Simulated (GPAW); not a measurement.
# ZrS2 (P-3m1) in GPAW: single point with HSE06

Aim: the single point of ZrS2 with HSE06.

All numbers are computed with GPAW 26.7.0; they aren't measurements. Logs are shortened: lines on timing, memory, paths and dates and some standing lists are left out, and cuts for length are marked. The log counts tension as positive stress, the text compression.

**Experimental background.**

From “Stress-Tuned Optical Transitions in Layered 1T-MX2 (M= Hf, Zr, Sn; X= S, Se) Crystals”, 2022, arxiv:2210.12074, for a bulk crystal of ZrS2: band gap 1.68 eV (indirect).

The runs below are set against these values where they give the same quantity.

### 1 The structure

Symmetry: P-3m1, No. 164, trigonal system. The conventional cell has a = 3.691 Å, b = 3.691 Å, c = 6.041 Å, α = 90.00°, β = 90.00°, γ = 120.00°. Zr (site symmetry -3m) has 6 S at 2.57 Å as nearest neighbours. Around S (site symmetry 3m) lie 3 Zr at 2.57 Å.

The cell is a database's computed one.

### 2 Single point, HSE06

run.py reads:

```python
from ase import Atoms
from ase.dft.bandgap import bandgap
from ase.io import write
from ase.parallel import parprint
from gpaw import GPAW, PW

atoms = Atoms(['Zr', 'S', 'S'],
              cell=[[3.6913825498, 0.0, 0.0],
                    [-1.8456912749, 3.1968310632, 0.0],
                    [0.0, 0.0, 6.04107701]],
              scaled_positions=[[0.0, 0.0, 0.0],
                                [0.3333333333, 0.6666666667, 0.23790997],
                                [0.6666666667, 0.3333333333, 0.76209003]],
              pbc=True)

calc = GPAW(mode=PW(450),
            xc='HSE06',
            kpts={'size': (6, 6, 4), 'gamma': True},
            occupations={'name': 'fermi-dirac', 'width': 0.05},
            nbands=19,
            convergence={'density': 1e-05, 'energy': 1e-05},
            maxiter=60,
            txt='gpaw.txt')
atoms.calc = calc
energy = atoms.get_potential_energy()
forces = atoms.get_forces()
calc.write('gs.gpw')
write('result.traj', atoms)
parprint(f'Energy: {energy:.6f} eV')
parprint('Forces (eV/A):')
parprint(forces.round(4))
parprint('Fermi level:', round(calc.get_fermi_level(), 4), 'eV')
parprint(f'Gap: {bandgap(calc)[0]:.4f} eV, direct: {bandgap(calc, direct=True)[0]:.4f} eV')
```

Potentials or basis: GPAW PAW data sets (gpaw-data 1.2.1), pw.

On the command line:

```console
$ OMP_NUM_THREADS=1 mpirun -n 8 gpaw python run.py
```

gpaw.txt:

```text
__  _  _
 | _ |_)|_||  |
 |__||  | ||/\| - 26.7.0

Input parameters:
  mode=PW(ecut=450.00000000000006),
  convergence={'density': 1e-05, 'energy': 1e-05},
  kpts=MonkhorstPack(size=(6, 6, 4), gamma=True),
  maxiter=60,
  nbands=19,
  occupations=Occupations(name='fermi-dirac', width=0.05),
  xc=XC(name='HSE06')

Diagonalizing LCAO Hamiltonian
Converting LCAO to pw mode

            S

        S

       Zr

Atoms  # Å, Bohr magnetons
|   | symbol |         x |        y |        z |    initial magnetic moments |
|---|--------|-----------|----------|----------|-----------------------------|
| 0 |     Zr |  0.000000 | 0.000000 | 0.000000 | ( 0.0000,  0.0000,  0.0000) |
| 1 |      S | -0.000000 | 2.131221 | 1.437232 | ( 0.0000,  0.0000,  0.0000) |
| 2 |      S |  1.845691 | 1.065610 | 4.603845 | ( 0.0000,  0.0000,  0.0000) |

Unit cell  # Å
| periodic |         x |        y |        z |  lengths |     angles |
|----------|-----------|----------|----------|----------|------------|
|      yes |  3.691383 | 0.000000 | 0.000000 | 3.691383 |  90.000000 |
|      yes | -1.845691 | 3.196831 | 0.000000 | 3.691383 |  90.000000 |
|      yes |  0.000000 | 0.000000 | 6.041077 | 6.041077 | 120.000000 |

Number of symmetries: 12
Symmetry operations  # r_c * U_cc + t_c -> r_c
|    | kind |            matrix            |
|----|------|------------------------------|
|  0 |  σ   |  1, 1, 0,  0,-1, 0,  0, 0, 1 |
|  1 |  S6  |  1, 1, 0, -1, 0, 0,  0, 0,-1 |
|  2 |  E   |  1, 0, 0,  0, 1, 0,  0, 0, 1 |
|  3 |  C2  |  1, 0, 0, -1,-1, 0,  0, 0,-1 |
|  4 |  C2  |  0, 1, 0,  1, 0, 0,  0, 0,-1 |
|  5 |  C3  |  0, 1, 0, -1,-1, 0,  0, 0, 1 |
|  6 |  S6  |  0,-1, 0,  1, 1, 0,  0, 0,-1 |
|  7 |  σ   |  0,-1, 0, -1, 0, 0,  0, 0, 1 |
|  8 |  σ   | -1, 0, 0,  1, 1, 0,  0, 0, 1 |
|  9 |  i   | -1, 0, 0,  0,-1, 0,  0, 0,-1 |
| 10 |  C3  | -1,-1, 0,  1, 0, 0,  0, 0, 1 |
| 11 |  C2  | -1,-1, 0,  0, 1, 0,  0, 0,-1 |

BZ-sampling:
  Number of BZ points: 144
  Number of IBZ points: 24

  Monkhorst-Pack size: [6, 6, 4]
  Monkhorst-Pack shift: [0.08333333333333333, 0.08333333333333333, 0.125]

K-points  # in reciprocal-cell coordinates
|     |                                coordinates |     weight |
|-----|--------------------------------------------|------------|
|   0 | (  0.00000000,   0.00000000,   0.00000000) | 0.00694444 |
|   1 | (  0.00000000,   0.00000000,   0.25000000) | 0.01388889 |
|   2 | (  0.00000000,   0.00000000,   0.50000000) | 0.00694444 |
|   3 | (  0.16666667,   0.00000000,  -0.25000000) | 0.04166667 |
|   4 | (  0.16666667,   0.00000000,   0.00000000) | 0.04166667 |
|   5 | (  0.16666667,   0.00000000,   0.25000000) | 0.04166667 |
|   6 | (  0.16666667,   0.00000000,   0.50000000) | 0.04166667 |
|   7 | (  0.33333333,  -0.16666667,   0.00000000) | 0.04166667 |
|   8 | (  0.33333333,  -0.16666667,   0.25000000) | 0.08333333 |
|   9 | (  0.33333333,  -0.16666667,   0.50000000) | 0.04166667 |
| ... |                                            |            |
|  23 | (  0.50000000,   0.50000000,   0.50000000) | 0.02083333 |

Plane wave coefficients: 1578
Cutoff: 450.00000000000006 eV

Spin-components: 1 (collinear spins)
Bands:           19
Projectors:      16
Spin-degeneracy: 2
Datatype:        complex128

Parallelization:
  kpt:    8
  domain: 1
  band:   1

Density:
  Valence electrons: 24.0
  Components: 1
  Grid points: [20 20 30]
  Charge: 0.0  # |e|

Potential:
  Grid points: [20 20 30]

species:
  Zr:
    name:    Zirconium
    Z:       40.0
    valence: 12
    core:    28
    charge:  0.0  # [|e|]
    compensation charges:
      type: gauss
      rc: 0.40  # [Å]
      lmax: 2
    cutoffs:
      filter: 2.39  # [Å]
      core: 1.59  # [Å]
    projectors
    | kind |    occ | energy [eV] | rcut [Å] |
    |------|--------|-------------|----------|
    |   4s |  2.000 |     -54.478 |    1.323 |
    |   5s |  2.000 |      -4.438 |    1.323 |
    |   4p |  6.000 |     -32.467 |    1.334 |
    |   5p |  0.000 |      -1.470 |    1.334 |
    |   4d |  2.000 |      -3.600 |    1.244 |
    |    d |        |      23.611 |    1.244 |

    Using partial waves for Zr as LCAO basis

  S:
    name:    Sulfur
    Z:       16.0
    valence: 6
    core:    10
    charge:  0.0  # [|e|]
    compensation charges:
      type: gauss
      rc: 0.24  # [Å]
      lmax: 2
    cutoffs:
      filter: 1.77  # [Å]
      core: 1.66  # [Å]
    projectors
    | kind |    occ | energy [eV] | rcut [Å] |
    |------|--------|-------------|----------|
    |   3s |  2.000 |     -17.254 |    0.974 |
    |   3p |  4.000 |      -7.008 |    0.979 |
    |    s |        |       9.957 |    0.974 |
    |    p |        |      20.203 |    0.979 |
    |    d |        |       0.000 |    0.900 |

    Using partial waves for S as LCAO basis

Reference energy: -119608.811030  # eV

eigensolver:
  PPCG
  Converge bands: occupied
  niter=2

density mixing:
  MSR1-Mixer
  Pratt-step length: 0.05
  Maximum mixing coefficient: 0.75
  Old densities: 10
  SVD Regularization: 0.005
  Good broyden scale: 1.0
  Trust region scale: 1.0
  Backstep threshold: 4.0
  History deletion threshold: 6.0
  Fourier metric: weight=20.0, sigma=0.015

occupation numbers:
  Fermi-Dirac:
    width: 0.0500  # eV

poisson solver:
  ecut: 3600.0000000000005  # eV

xc functional:
  name: HYB_GGA_XC_HSE06 with 2 nearest neighbor stencil

convergence criteria:
- Maximum integral of absolute [dens]ity change: 1e-05 electrons / valence electron
- Maximum [total energy] change in last 3 cyles: 1e-05 eV / valence electron
- Maximum integral of absolute [eigenst]ate change: 4e-08 eV^2 / valence electron
maximum number of iterations: 60

IBZ(<points: 24, symmetries: 12>)
Occupied bands: 12
SCF iterations
|iter     | |      energy | eigst |  dens |
|---------|-|-------------|-------|-------|
|iter:   1| |-1120.097604 | +0.16 |       |
|iter:   2| |  -45.110897 | -0.52 | -0.82 |
|iter:   3| |  -44.625533 | -0.92 | -0.97 |
|iter:   4| |  -44.338259 | -1.29 | -1.15 |
|iter:   5| |  -44.332116 | -2.10 | -1.39 |
|iter:   6| |  -44.325001 | -2.39 | -1.55 |
|iter:   7| |  -44.324733 | -2.48 | -1.88 |
|iter:   8| |  -44.321531 | -3.49 | -2.36 |
|iter:   9| |  -44.321044 | -3.50 | -2.65 |
|iter:  10| |  -44.320916 | -4.65 | -2.69 |
|iter:  11| |  -44.320827c| -4.73 | -2.78 |
|iter:  12| |  -44.320672 | -4.87 | -2.94 |
|iter:  13| |  -44.320670c| -4.73 | -3.34 |
|iter:  14| |  -44.320647c| -5.65 | -3.41 |
|iter:  15| |  -44.320649c| -6.04 | -3.91 |
|iter:  16| |  -44.320649c| -7.56c| -4.17 |
|iter:  17| |  -44.320649c| -6.81 | -4.30 |
|iter:  18| |  -44.320649c| -8.17c| -4.55 |
|iter:  19| |  -44.320649c| -7.69c| -4.74 |
|iter:  20| |  -44.320649c| -8.33c| -5.17c|

Converged in 20 steps
Energy contributions relative to reference atoms: (reference = -119608.811030)

Energy contributions:
  Kinetic:          -0.323186
  Coulomb:          -4.359863
  Zero:              0.437625
  External:          0.000000
  Xc:             1056.606235
  Entropy:          -0.000000
  Spinorbit:         0.000000
  Hybrid_Xc_Cc:     -1022.273859
  Hybrid_Xc_Vc:       -20.403477
  Hybrid_Xc_Vv:       -54.004123
  ----------------------------
  Free energy:     -44.320649
  Extrapolated:    -44.320649

dipole moment: (-6.778306, -11.740371, -22.185871)  # |e|*Ang

Fermi level: 4.936
Eigenvalues  # (at kpt = [0.000, 0.000, 0.000])
| band index |      eig [eV] | occ [0-2] |
|------------|---------------|-----------|
|          0 |       -48.445 |     2.000 |
|        ... |               |           |
|          4 |        -9.898 |     2.000 |
|          5 |        -8.344 |     2.000 |
|          6 |        -0.611 |     2.000 |
|          7 |         0.963 |     2.000 |
|          8 |         0.963 |     2.000 |
|          9 |         3.937 |     2.000 |
|         10 |         3.937 |     2.000 |
|         11 |         3.986 |     2.000 |
|         12 |         6.502 |     0.000 |
|         13 |         6.503 |     0.000 |
|         14 |         7.437 |     0.000 |
|         15 |        10.043 |     0.000 |
|         16 |        10.043 |     0.000 |
|         17 |        10.774 |     0.000 |
|         18 |        10.870 |     0.000 |

Gap: 1.877 eV
Transition (v -> c):
  (s=0, k=4, n=11, [0.17, 0.00, 0.00]) -> (s=0, k=23, n=12, [0.50, 0.50, 0.50])
Direct/indirect transitions are different
Direct gap: 2.516 eV
Transition at: (s=0, k=0, n=11, [0.00, 0.00, 0.00])

Forces  # eV/Ang
|        x |        y |        z |
|----------|----------|----------|
|  0.00000 |  0.00000 |  0.00000 |  # Zr   0
| -0.00000 |  0.00000 | -0.18123 |  # S    1
|  0.00000 | -0.00000 |  0.18123 |  # S    2

# Writing to gs.gpw (mode='')
```

Wall time 2.2 h (8 MPI ranks of Intel Xeon at 2.50GHz (Skylake/Cascade Lake), shared host); peak memory 0.25 GiB.

Results:

- Free energy: -44.3206 eV
- Largest force: 0.181 eV/Å
- Band gap on the k mesh: 1.88 eV, indirect (least direct gap 2.52 eV)

Forces on the atoms (eV/Å):
```
Zr   0.000  0.000  0.000
S    0.000  0.000 -0.181
S    0.000  0.000  0.181
```

Levels at points of the mesh, in eV from the valence-band top:
```csv
k point,band 9,band 10,band 11,band 12,band 13,band 14,band 15
"(0.00, 0.00, 0.00)",-3.02,-0.05,-0.05,0.00,2.51,2.52,3.45
"(0.00, 0.00, 0.50)",-2.99,-1.66,-0.15,-0.15,2.49,2.49,3.78
"(0.50, 0.50, 0.00)",-2.67,-2.50,-1.79,-1.28,2.04,4.35,4.63
"(0.50, 0.50, 0.50)",-2.80,-2.37,-1.08,-0.85,1.88,4.34,4.63
```

Caveat: exact exchange converges slowly with the k mesh, and this mesh is small; the PAW data sets were made with another functional, which shifts forces and pressure a little.

### 3 Comparison with measurements

Step 2. A measured gap of ZrS2 is 1.68 eV (indirect; quoted in “Stress-Tuned Optical Transitions in Layered 1T-MX2 (M= Hf, Zr, Sn; X= S, Se) Crystals”, 2022, arxiv:2210.12074); the calculated 1.88 eV misses it by +0.20 eV. Spin-orbit coupling on Zr is left out. The value is that of HSE06 on a finite k mesh, which can miss the band edges, without temperature or zero-point motion. The cell is a database's relaxed one, not the measured one, which moves gaps too.
